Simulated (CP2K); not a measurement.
SnO2 (Cassiterite):

```
Sn O
1.0
     4.73800    0.00000    0.00000
     0.00000    4.73800    0.00000
     0.00000    0.00000    3.18650
Sn O
2 4
Direct
  0.50000 0.50000 0.50000
  0.00000 0.00000 0.00000
  0.80710 0.19290 0.50000
  0.69290 0.69290 0.00000
  0.19290 0.80710 0.50000
  0.30710 0.30710 0.00000
```

Base run:

| Quantity | Value |
| --- | --- |
| Program | CP2K 2026.2 |
| Functional | LDA |
| Potentials or basis | GTH_POTENTIALS Sn GTH-PBE-q4, O GTH-PBE-q6; DZVP-MOLOPT-SR-GTH basis |
| Density cutoff | 8163 eV |
| k mesh | 6 × 6 × 8 |
| Occupations | fermi-dirac, width 0.05 eV |
| Spin | no spin polarisation |

Its results: pressure 11.6 GPa; largest force 0.236 eV/Å.

The run is repeated on the same cell with these changes: functional from LDA to PBE. What comes out?

Pressure 14.3 GPa; largest force 0.286 eV/Å.

PBE binds less tightly than LDA, so the same cell stands under more pressure.

Caveats: the basis of atomic orbitals isn't converged, which shifts pressures, moduli and gaps; the potentials were made for another functional, which shifts forces and pressure (some runs).
